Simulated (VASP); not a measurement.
Here is a VASP 6.6.1 calculation.

The input INCAR:

```
SYSTEM = Y
  ALGO = Normal
  EDIFF = 1E-6
  ENCUT = 520
  GGA = RP
  ISIF = 2
  ISMEAR = 0
  LASPH = .TRUE.
  LCHARG = .FALSE.
  LREAL = .FALSE.
  LWAVE = .FALSE.
  NELM = 60
  PREC = Accurate
  SIGMA = 0.02
```

Contents of KPOINTS:

```
k-points
0
G
  9 9 9
  0 0 0
```

POSCAR

```
Y
3.6091
    0.000000000000      0.707099016708      0.707099016708
    0.707099016708      0.000000000000      0.707099016708
    0.707099016708      0.707099016708      0.000000000000
Y
1
Direct
    0.0000000000      0.0000000000      0.0000000000
```

Potentials or basis: VASP PAW PBE potentials, release 64 (Y_sv).

Command:

```bash
$ cat potpaw_PBE.64/Y_sv/POTCAR > POTCAR
$ mpirun -np 1 vasp_std > vasp.out
```

Q: What does it give for the pressure?

A: 0.6 GPa.

Q: Estimate the band gap on the k mesh.

A: None (metal or under the smearing width).

Caveat: the PAW data sets were made with another functional, which shifts forces and pressure a little.
